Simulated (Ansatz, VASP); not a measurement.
## AlN in VASP and in Ansatz

INCAR

```
ALGO = Normal
EDIFF = 1E-7
ENCUT = 520
GGA = PE
ISIF = 2
ISMEAR = 0
LASPH = True
LCHARG = False
LREAL = False
LWAVE = False
NBANDS = 16
NELM = 60
PREC = Accurate
SIGMA = 0.01
```

File KPOINTS:

```
k-points
0
Gamma
  9 9 6
```

Contents of POSCAR:

```
AlN
1.0
    3.1302455679      0.0000000000      0.0000000000
   -1.5651227839      2.7108721819      0.0000000000
    0.0000000000      0.0000000000      5.0179604228
Al N
2 2
Direct
    0.3333333333      0.6666666667     -0.0007713538
    0.6666666667      0.3333333333      0.4992286462
    0.3333333333      0.6666666667      0.3807713538
    0.6666666667      0.3333333333      0.8807713538
```

Input for Ansatz:

```yaml
crystal:
  lattice:
    - [3.1302455679, 0.0, 0.0]
    - [-1.5651227839, 2.7108721819, 0.0]
    - [0.0, 0.0, 5.0179604228]
  atoms:
    - { symbol: Al, position: [0.3333333333, 0.6666666667, -0.0007713538] }
    - { symbol: Al, position: [0.6666666667, 0.3333333333, 0.4992286462] }
    - { symbol: "N", position: [0.3333333333, 0.6666666667, 0.3807713538] }
    - { symbol: "N", position: [0.6666666667, 0.3333333333, 0.8807713538] }
basis:
  ecutwfc: 420
  xc_grid: 2
kpoints:
  mp_grid: { grid: [9, 9, 6] }
  band_path: { path: [VBM, CBM], npoints: 2 }
hamiltonian:
  xc: pbe
scf:
  occupations: { method: gaussian, width: 0.01 }
output:
  forces: true
  stress: true
  eigenvalues: true
```

Alike in both runs: task single point; functional PBE; k mesh 9 × 9 × 6; occupations gaussian, width 0.01 eV; no spin polarisation.

|  | VASP | Ansatz |
| --- | --- | --- |
| version | VASP 6.6.1 | Ansatz 0.2.0 |
| potentials or method | VASP PAW PBE potentials, release 64 (Al, N) | scalar-relativistic, plane waves, PAW |
| plane-wave cutoff (eV) | 520 | 420 |
| valence electrons in the cell | 16 | 16 |

```csv
,VASP,Ansatz,Ansatz less VASP
gap on the k mesh at the Fermi level (eV),4.04,4.03,-0.009
least direct gap on the mesh (eV),4.04,4.03,-0.009
pressure (GPa),-0.3,0.0,+0.27
```

With one functional, cell and mesh, what is left measures potentials, basis and numerics.

As with any semilocal functional, this PBE gap is likely too small.
